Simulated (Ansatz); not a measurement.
CsCl:
```
CsCl
1.0
    4.06865     0.00000     0.00000
    0.00000     4.06865     0.00000
    0.00000     0.00000     4.06865
Cs Cl
1 1
Cartesian
  0.00000   0.00000   0.00000
  2.03433   2.03433   2.03433
```

Relaxed with PBEsol.

Give the optical modes at the zone centre with their infrared activity from DFPT, DFT-PBEsol in the program Ansatz with PAW potentials.

Transverse frequencies, without the LO–TO term; a row sums one degenerate level.

| ω (cm⁻¹) | degeneracy | IR ((D/Å)²/amu) | activity | symmetry |
|---|---|---|---|---|
| 93 | 3 | 4.45 | IR | T1u |

How high does the top mode go among those that the LO–TO term moves?

156 cm⁻¹ for q along x.

Space group Pm-3m (CsCl type). The cell was relaxed with PBEsol under the symmetry of its start; phonons on a q-mesh show no instability. Scalar-relativistic: spin–orbit coupling is off unless named, which matters more the heavier the elements.

Potentials: the later of the program's two PAW sets.
